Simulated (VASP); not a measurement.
# Li (Im-3m) in VASP: single point with PBE

Aim: the single point of Li with PBE.

Program: VASP 6.6.1. These are calculated values, not measurements. Logs are shortened: lines on timing, memory, paths and dates and some standing lists are left out, and cuts for length are marked.

## Step 1: The crystal as given

It takes space group Im-3m (No. 229, cubic). The conventional cell has a = 3.490 Å, b = 3.490 Å, c = 3.490 Å, α = 90.00°, β = 90.00°, γ = 90.00°. Around Li (site symmetry m-3m) lie 8 Li at 3.02 Å.

## Step 2: Single point, PBE

File INCAR:

```
SYSTEM = Li
PREC = Accurate
ENCUT = 520
EDIFF = 1E-7
ISMEAR = 0
SIGMA = 0.05
LREAL = .False.
LASPH = .True.
NELM = 100
ALGO = Normal
ISIF = 2
LWAVE = .False.
LCHARG = .False.
GGA = PE
NBANDS = 8
```

File KPOINTS:

```
Automatic mesh
0
Gamma
  16 16 16
  0 0 0
```

File POSCAR:

```
Li
1.0
   -1.7450000000      1.7450000000      1.7450000000
    1.7450000000     -1.7450000000      1.7450000000
    1.7450000000      1.7450000000     -1.7450000000
Li
1
Direct
    0.0000000000      0.0000000000      0.0000000000
```

Potentials or basis: VASP PAW PBE potentials, release 64 (Li_sv).

Started as:

```bash
$ cat potpaw_PBE.64/Li_sv/POTCAR > POTCAR
$ mpirun -np 1 vasp_std > vasp.out
```

OUTCAR:

```text
SYSTEM = Li
   PREC = Accurate
   ENCUT = 520
   EDIFF = 1E-7
   ISMEAR = 0
   LREAL = .False.
   LASPH = .True.
   NELM = 100
   ISIF = 2
   GGA = PE

 ion  position               nearest neighbor table
   1  0.000  0.000  0.000-

  LATTYP: Found a body centered cubic cell.
 ALAT       =     3.4900000000

  Lattice vectors:

 A1 = (  -1.7450000000,   1.7450000000,   1.7450000000)
 A2 = (   1.7450000000,  -1.7450000000,   1.7450000000)
 A3 = (   1.7450000000,   1.7450000000,  -1.7450000000)

Analysis of symmetry for initial positions (statically):
=====================================================================
 Subroutine PRICEL returns:
 Original cell was already a primitive cell.

 Routine SETGRP: Setting up the symmetry group for a
 body centered cubic supercell.

 Subroutine GETGRP returns: Found 48 space group operations
 (whereof 48 operations were pure point group operations)
 out of a pool of 48 trial point group operations.

The static configuration has the point symmetry O_h .

Analysis of symmetry for dynamics (positions and initial velocities):
=====================================================================
 Subroutine PRICEL returns:
 Original cell was already a primitive cell.

 Routine SETGRP: Setting up the symmetry group for a
 body centered cubic supercell.

 Subroutine GETGRP returns: Found 48 space group operations
 (whereof 48 operations were pure point group operations)
 out of a pool of 48 trial point group operations.

The dynamic configuration has the point symmetry O_h .

 Subroutine INISYM returns: Found 48 space group operations
 (whereof 48 operations are pure point group operations),
 and found     1 'primitive' translations

----------------------------------------------------------------------------------------

                                     Primitive cell

  volume of cell :      21.2543

  direct lattice vectors                    reciprocal lattice vectors
    -1.745000000  1.745000000  1.745000000     0.000000000  0.286532951  0.286532951
     1.745000000 -1.745000000  1.745000000     0.286532951  0.000000000  0.286532951
     1.745000000  1.745000000 -1.745000000     0.286532951  0.286532951  0.000000000

  length of vectors
     3.022428659  3.022428659  3.022428659     0.405218786  0.405218786  0.405218786

  position of ions in fractional coordinates (direct lattice)
     0.000000000  0.000000000  0.000000000

  ion indices of the primitive-cell ions
   primitive index   ion index
                 1           1

----------------------------------------------------------------------------------------

 KPOINTS: Automatic mesh

Automatic generation of k-mesh.
 Grid dimensions read from file:
 generate k-points for:   16   16   16

 Generating k-lattice:

  Cartesian coordinates                     Fractional coordinates (reciprocal lattice)
     0.000000000  0.017908309  0.017908309     0.062500000  0.000000000  0.000000000
     0.017908309  0.000000000  0.017908309     0.000000000  0.062500000  0.000000000
     0.017908309  0.017908309  0.000000000     0.000000000  0.000000000  0.062500000

  Length of vectors
     0.025326174  0.025326174  0.025326174

  Shift w.r.t. Gamma in fractional coordinates (k-lattice)
     0.000000000  0.000000000  0.000000000

 Subroutine IBZKPT returns following result:
 ===========================================

 Found    145 irreducible k-points:

 Following reciprocal coordinates:
            Coordinates               Weight
  0.000000  0.000000  0.000000      1.000000
  0.062500  0.000000  0.000000     12.000000
  0.125000  0.000000  0.000000     12.000000
  0.187500  0.000000  0.000000     12.000000
  0.250000  0.000000  0.000000     12.000000
  0.312500  0.000000  0.000000     12.000000
[... 16 lines left out ...]
  0.187500  0.187500  0.000000     24.000000
  0.250000  0.187500  0.000000     48.000000
 [... further k-points ...]
   k-points           NKPTS =    145   k-points in BZ     NKDIM =    145   number of bands    NBANDS=      8
   number of dos      NEDOS =    301   number of ions     NIONS =      1
   total plane-waves  NPLWV =  13824
   dimension x,y,z NGX =    24 NGY =   24 NGZ =   24
   dimension x,y,z NGXF=    48 NGYF=   48 NGZF=   48
   ions per type =               1
   NGX,Y,Z   is equivalent  to a cutoff of  13.20, 13.20, 13.20 a.u.
   NGXF,Y,Z  is equivalent  to a cutoff of  26.40, 26.40, 26.40 a.u.
 SYSTEM =  Li
   PREC   = accura    normal or accurate (medium, high low for compatibility)
   ISTART =      0    job   : 0-new  1-cont  2-samecut
   ICHARG =      2    charge: 1-file 2-atom 10-const
   ISPIN  =      1    spin polarized calculation?
   LNONCOLLINEAR =      F non collinear calculations
   LSORBIT =      F    spin-orbit coupling
   LASPH  =      T    aspherical Exc in radial PAW
   ENCUT  =  520.0 eV  38.22 Ry    6.18 a.u.   5.62  5.62  5.62*2*pi/ulx,y,z
   NELM   =    100;   NELMIN=  2; NELMDL= -5     # of ELM steps
   EDIFF  = 0.1E-06   stopping-criterion for ELM
   LREAL  =      F    real-space projection
   EDIFFG = 0.1E-05   stopping-criterion for IOM
   NSW    =      0    number of steps for IOM
   IBRION =     -1    ionic relax: 0-MD 1-quasi-New 2-CG
   NFREE  =      0    steps in history (QN), initial steepest desc. (CG)
   ISIF   =      2    stress and relaxation
   ISYM   =      2    0-nonsym 1-usesym 2-fastsym
   POTIM  = 0.5000    time-step for ionic-motion
   TEBEG  =    0.0;   TEEND  =   0.0 temperature during run
   PSTRESS=    0.0 pullay stress
   NELECT =       3.0000    total number of electrons
   NUPDOWN=      -1.0000    fix difference up-down
   EMIN   =  10.00;   EMAX   =-10.00  energy-range for DOS
   EFERMI =   0.00;   METHOD = LEGACY
   ISMEAR =     0;   SIGMA  =   0.05  broadening in eV -4-tet -1-fermi 0-gaus
   EFERMI_NEDOS =   21; number of points for ismear=-14 and -15
   IALGO  =     38    algorithm
   IMIX   =      4    mixing-type and parameters
     AMIX     =   0.40;   BMIX     =  1.00
     AMIX_MAG =   1.60;   BMIX_MAG =  1.00
  volume/ion in A,a.u.               =      21.25       143.43
  Fermi-wavevector in a.u.,A,eV,Ry     =   0.852380  1.610764  9.885331  0.726551
  Thomas-Fermi vector in A             =   1.968659
   LORBIT       =      0    0 simple, 1 ext, 2 COOP (PROOUT), +10 PAW based schemes
   GGA     = PE    functional components
   LHFCALC =     F    Hartree Fock is set to
   AEXX    =    0.0000 exact exchange contribution
   IVDW    =     0    specifies the selected vdW correction
   LEPSILON=     F    determine dielectric tensor
   LRPA    =     F    only Hartree local field effects (RPA)
 non-spin polarized calculation
 Gauss-broadening in eV      SIGMA  =   0.05
  energy-cutoff  :      520.00
  volume of cell :       21.25
 maximum number of plane-waves:       603
   NGX = 11   NGY = 11   NGZ = 11

 number of electron       2.9999990 magnetization

 Free energy of the ion-electron system (eV)
  ---------------------------------------------------
  ext. energy  EPLUGINS =         0.00000000
  ---------------------------------------------------
  free energy    TOTEN  =        -1.90310863 eV

  energy without entropy =       -1.90218117  energy(sigma->0) =       -1.90264490

 E-fermi :   0.4877     XC(G=0):  -6.9299

 val. band max:        0.4630748088   @ k =   0.2500   0.2500   0.0000
 cond. band min:       0.4988170768   @ k =   0.3125   0.1875   0.0000
 fundamental gap:      0.0357422680
 Fermi energy:         0.4876555269

 k-point     1 :       0.0000    0.0000    0.0000
  band No.  band energies     occupation
      1     -46.1153      2.00000
      2      -3.0027      2.00000
      3      14.6118      0.00000
      4      14.6118      0.00000
      5      14.6118      0.00000
      6      19.2873      0.00000
      7      19.2873      0.00000
      8      19.2874      0.00000

 k-point     2 :       0.0625    0.0000    0.0000
  band No.  band energies     occupation
      1     -46.1145      2.00000
      2      -2.9297      2.00000
      3      14.1287      0.00000
      4      14.2508      0.00000
      5      14.4884      0.00000
      6      18.1668      0.00000
      7      18.3523      0.00000
      8      19.5300      0.00000

 k-point     3 :       0.1250    0.0000    0.0000
  band No.  band energies     occupation
      1     -46.1128      2.00000
      2      -2.7117      2.00000
      3      12.7195      0.00000
      4      13.4780      0.00000
      5      14.1378      0.00000
      6      17.1596      0.00000
      7      17.1604      0.00000
      8      19.1407      0.00000

 k-point     4 :       0.1875    0.0000    0.0000
  band No.  band energies     occupation
      1     -46.1102      2.00000
      2      -2.3482      2.00000
      3      10.8380      0.00000
      4      12.6502      0.00000
      5      13.6393      0.00000
      6      16.1196      0.00000
      7      16.7636      0.00000
      8      19.1828      0.00000

 k-point     5 :       0.2500    0.0000    0.0000
  band No.  band energies     occupation
      1     -46.1071      2.00000
      2      -1.8407      2.00000
      3       8.9073      0.00000
      4      11.9108      0.00000
      5      13.1069      0.00000
      6      15.2617      0.00000
      7      16.6622      0.00000
      8      19.5713      0.00000

 k-point     6 :       0.3125    0.0000    0.0000
  band No.  band energies     occupation
      1     -46.1040      2.00000
      2      -1.1963      2.00000
      3       7.0951      0.00000
      4      11.3120      0.00000
      5      12.6313      0.00000
      6      14.5922      0.00000
      7      16.7152      0.00000
      8      20.2205      0.00000

 k-point     7 :       0.3750    0.0000    0.0000
  band No.  band energies     occupation
      1     -46.1014      2.00000
      2      -0.4394      2.00000
      3       5.4830      0.00000
      4      10.8754      0.00000
      5      12.2656      0.00000
      6      14.1132      0.00000
      7      16.8418      0.00000
      8      21.0508      0.00000

 k-point     8 :       0.4375    0.0000    0.0000
  band No.  band energies     occupation
      1     -46.0997      2.00000
      2       0.3352      1.99998
      3       4.1891      0.00000
      4      10.6105      0.00000
      5      12.0376      0.00000
      6      13.8255      0.00000
      7      16.9662      0.00000
      8      21.9209      0.00000

 k-point     9 :       0.5000    0.0000    0.0000
  band No.  band energies     occupation
      1     -46.0990      2.00000
      2       0.7508      0.00000
      3       3.5995      0.00000
      4      10.5218      0.00000
      5      11.9603      0.00000
      6      13.7296      0.00000
      7      17.0182      0.00000
      8      22.3857      0.00000

 k-point    10 :       0.0625    0.0625    0.0000
  band No.  band energies     occupation
      1     -46.1134      2.00000
      2      -2.7844      2.00000
      3      13.3923      0.00000
      4      13.5384      0.00000
      5      14.1023      0.00000
      6      17.3620      0.00000
      7      17.6114      0.00000
      8      19.2194      0.00000
[... 78 lines left out ...]
 k-point    18 :       0.1875    0.1250    0.0000
  band No.  band energies     occupation
      1     -46.1060      2.00000
      2      -1.6202      2.00000
      3       8.9439      0.00000
      4      10.3876      0.00000
      5      12.2183      0.00000
      6      16.6819      0.00000
      7      17.0318      0.00000
      8      19.8011      0.00000

 k-point    19 :       0.2500    0.1250    0.0000
  band No.  band energies     occupation
      1     -46.1031      2.00000
      2      -0.9716      2.00000
      3       7.1696      0.00000
      4       9.7995      0.00000
      5      11.7028      0.00000
      6      16.5066      0.00000
      7      17.1367      0.00000
      8      20.3356      0.00000

 k-point    20 :       0.3125    0.1250    0.0000
  band No.  band energies     occupation
      1     -46.1007      2.00000
      2      -0.2049      2.00000
      3       5.5664      0.00000
      4       9.3790      0.00000
      5      11.3171      0.00000
      6      16.2645      0.00000
      7      17.3930      0.00000
      8      20.9772      0.00000

 k-point    21 :       0.3750    0.1250    0.0000
  band No.  band energies     occupation
      1     -46.0991      2.00000
      2       0.5927      0.00296
      3       4.2581      0.00000
      4       9.1254      0.00000
      5      11.0797      0.00000
      6      16.0888      0.00000
      7      17.6459      0.00000
      8      21.6777      0.00000

 k-point    22 :       0.4375    0.1250   -0.0000
  band No.  band energies     occupation
      1     -46.0985      2.00000
      2       1.0354      0.00000
      3       3.6440      0.00000
      4       9.0406      0.00000
      5      10.9997      0.00000
      6      16.0264      0.00000
      7      17.7539      0.00000
      8      22.3914      0.00000

 k-point    23 :       0.1875    0.1875    0.0000
  band No.  band energies     occupation
      1     -46.1033      2.00000
      2      -1.0385      2.00000
      3       7.7755      0.00000
      4       9.1171      0.00000
      5      11.7058      0.00000
      6      16.8535      0.00000
      7      17.4438      0.00000
      8      20.4682      0.00000

 k-point    24 :       0.2500    0.1875    0.0000
  band No.  band energies     occupation
      1     -46.1009      2.00000
      2      -0.3205      2.00000
      3       6.3084      0.00000
      4       8.4018      0.00000
      5      11.3065      0.00000
      6      17.0020      0.00000
      7      17.7699      0.00000
      8      21.1429      0.00000

 [... further k-points ...]

------------------------ aborting loop because EDIFF is reached ----------------------------------------

  FORCE on cell =-STRESS in cart. coord.  units (eV):
  Direction    XX          YY          ZZ          XY          YZ          ZX
  --------------------------------------------------------------------------------------
  -------------------------------------------------------------------------------------
  Total       -0.0892915     -0.0892915     -0.0892915     -0.0000000      0.0000000      0.0000000
  in kB       -6.7309207     -6.7309207     -6.7309207     -0.0000000      0.0000000      0.0000000
  external PRESSURE =      -6.7309207 kB  Pullay stress =       0.0000000 kB

 VOLUME and BASIS-vectors are now :
 -----------------------------------------------------------------------------
  energy-cutoff  :      520.00
  volume of cell :       21.25
      direct lattice vectors                 reciprocal lattice vectors
    -1.745000000  1.745000000  1.745000000     0.000000000  0.286532951  0.286532951
     1.745000000 -1.745000000  1.745000000     0.286532951  0.000000000  0.286532951
     1.745000000  1.745000000 -1.745000000     0.286532951  0.286532951  0.000000000

 POSITION                                       TOTAL-FORCE (eV/Angst)
 -----------------------------------------------------------------------------------
      0.00000      0.00000      0.00000         0.000000      0.000000      0.000000
 -----------------------------------------------------------------------------------
    total drift:                                0.000000      0.000000     -0.000000

  FREE ENERGIE OF THE ION-ELECTRON SYSTEM (eV)
  ---------------------------------------------------
  free  energy   TOTEN  =        -1.9031086261 eV

  energy  without entropy=       -1.9021811726  energy(sigma->0) =       -1.90264490
```

It took 6.2 s on 1 thread of Intel Xeon 6975P-C (Granite Rapids), shared host; peak memory 0.14 GiB.

Results:

- Free energy: -1.9031 eV
- Band gap on the k mesh: none (metal or under the smearing width)

Levels at points of the mesh, in eV from the Fermi level:
```csv
k point,band 1,band 2,band 3,band 4,band 5
"(0.00, 0.00, 0.00)",-46.60,-3.49,14.12,14.12,14.12
"(0.50, 0.00, 0.00)",-46.59,0.26,3.11,10.03,11.47
"(0.50, 0.50, 0.50)",-46.58,5.36,5.36,5.36,7.57
```

Caveat: the cutoff is under 1.25 times the usual one of these potentials, so pressure, stress and relaxed cells hold a basis-set (Pulay) error.
